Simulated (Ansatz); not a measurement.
Input and output of a single-point calculation on MoS2 (started from an entry of an open crystallographic database) (Ansatz 0.2.0, HSE06). The cell was relaxed with r2SCAN+rVV10 and then strained (isotropic +0.46 % on every length), with the atoms relaxed again with r2SCAN+rVV10; k points keep the names of the unstrained zone.

input.yaml:
```yaml
crystal:
  lattice:
    - [1.5948932573, 0.9208120515, 6.222420169]
    - [-1.5948932573, 0.9208120515, 6.222420169]
    - [0.0, -1.8416241029, 6.222420169]
  atoms:
    - { symbol: Mo, position: [9.71649e-05, 9.71649e-05, 9.71649e-05] }
    - { symbol: S, position: [0.2503862168, 0.2503862168, 0.2503862168] }
    - { symbol: S, position: [0.4165166183, 0.4165166183, 0.4165166183] }
kpoints:
  mp_grid: { grid: [6, 6, 6] }
  band_path:
    path:
      - [0.0, 0.0, 0.0]
      - [-0.5, -0.5, -0.5]
      - [-0.5, -0.1812659677, -0.8187340323]
      - [-0.1812659677, 0.1812659677, -0.5]
      - [0.0, 0.0, -0.5]
      - [0.0, 0.3406329838, -0.3406329838]
      - [-0.3406329838, 0.0, -0.6593670162]
      - [-0.5, 0.0, -0.5]
      - [-0.1631393709, 0.1631393709, -0.5]
      - [0.125, 0.458333, -0.205729]
    npoints: 1
hamiltonian:
  xc: hse06
scf:
  occupations: { method: fixed }
  n_extra_bands: 4
output:
  forces: true
  stress: true
  eigenvalues: true
```

Run as `ansatz run input.yaml --threads 4 --pin off --max-ram 4608MiB --backend cpu --events-out ev --progress --plain --runs-dir out`.

Q: It ran on 4 threads of Intel(R) Xeon(R) Processor @ 2.50GHz (Skylake/Cascade Lake), on a shared host. About how long did it take, and what peak of host memory did it reach?

A: About 5.8 min, with a peak of 1.9 GiB.

Q: What does the program print?

A: The log, with set-up remarks and timings taken out:
```
scf.n_extra_bands = 4 over 13 filled bands (N_el = 26.0): the run solves 17 bands
Functional definition: HSE06
Crystal: 3 atoms, lattice volume = 54.829 Å³
Basis set: ecut = 420 eV, 1077 PW (Γ), FFT grids on a1−a3, a2−a3, a3
Symmetry: 6 space group operations
Space group: R3m (ITA 160)
k-points: 32 of 216 (time reversal used)
Exchange kernel: α = 0.2500, screened, ω = 0.2079 Å⁻¹, Wigner–Seitz truncation, v(0) = 1044.5421 eV·Å³, q-mesh 6×6×6
hybrid outer 1: dexx = +8.895e-3 eV, tail = 1.38e-5 eV
hybrid outer 2: dexx = +3.243e-7 eV, tail = 6.77e-9 eV, Δε = 1.11e-3 eV, ΔF = 1.38e-3 eV/Å
hybrid SCF converged: 2 outer / 13 inner (+5 warm-up)
Free energy (F): -6765.788396 eV
Fermi energy:    10.199900 eV
--- Forces (eV/Å), atoms counted from 1 ---
  atom   1  Mo      0.00000      0.00000      0.00360
  atom   2  S       0.00000      0.00000      0.40212
  atom   3  S       0.00000      0.00000    -0.40563
--- Stress (GPa, compression-positive) ---
       -4.163612       0.000000       0.000000
        0.000000      -4.163612       0.000000
        0.000000       0.000000      -1.684704
  P = ⅓ Tr σ = -3.3373 GPa (-33.373 kbar)
```
Only the leading digits can be foreseen; the rest is this run's record.

bands.tsv, columns around the gap (it counts bands from 0):
```tsv
# k_distance	band_8	band_9	band_10	band_11	band_12	band_13	band_14	band_15	band_16
# fermi_ev = 10.199900
# [0, 0, 0] at k_distance = 0.000000
# [-0.5, -0.5, -0.5] at k_distance = 0.504883
# [-0.5, -0.1812659677, -0.8187340323] at k_distance = 1.760556
# [-0.1812659677, 0.1812659677, -0.5] at k_distance = 2.111577
# [0, 0, -0.5] at k_distance = 2.825686
# [0, 0.3406329838, -0.3406329838] at k_distance = 3.517891
# [-0.3406329838, 0, -0.6593670162] at k_distance = 3.858145
# [-0.5, 0, -0.5] at k_distance = 4.485982
# [-0.1631393709, 0.1631393709, -0.5] at k_distance = 5.170639
# [0.125, 0.458333, -0.205729] at k_distance = 5.466417
# levels_relative_to = fermi_ev
0.000	-3.815	-2.502	-2.502	-1.497	-1.166	2.702	2.702	3.090	3.090
0.505	-3.830	-3.773	-2.471	-2.471	0.000	2.795	2.795	2.955	2.955
1.761	-5.275	-4.883	-4.130	-3.155	-0.758	1.393	3.082	3.713	5.084
2.112	-5.275	-4.883	-4.130	-3.155	-0.758	1.393	3.082	3.713	5.084
2.826	-5.543	-4.405	-2.641	-1.895	-1.595	2.158	2.628	4.261	4.322
3.518	-5.330	-4.886	-4.055	-3.207	-0.739	1.362	3.085	3.702	5.095
3.858	-5.330	-4.886	-4.055	-3.207	-0.739	1.362	3.085	3.702	5.095
4.486	-5.240	-4.331	-3.207	-2.067	-1.443	2.111	2.748	3.797	4.739
5.171	-5.372	-4.836	-4.016	-3.223	-0.739	1.352	3.064	3.677	5.106
5.466	-5.364	-4.852	-4.024	-3.219	-0.737	1.351	3.067	3.682	5.108
```
In order the rows are Γ, T, H₂, H₀, L, S₀, S₂, F, (-0.163, 0.163, -1/2), (1/8, 0.458, -0.206).

With HSE06 the valence top lies at T and the conduction bottom at k = (1/8, 0.458, -0.206), 1.35 eV higher; the smallest vertical gap, at k = (1/6, -1/2, -1/6), is 2.09 eV. The mean pressure at these positions is -3.3 GPa, compression counted positive. (The program warns that its thresholds are loose for a hybrid's stress.) The largest force is 0.41 eV/Å.

The values are computed, spin-unpolarised, and not measurements.

The runs are scalar-relativistic, without spin-orbit coupling.
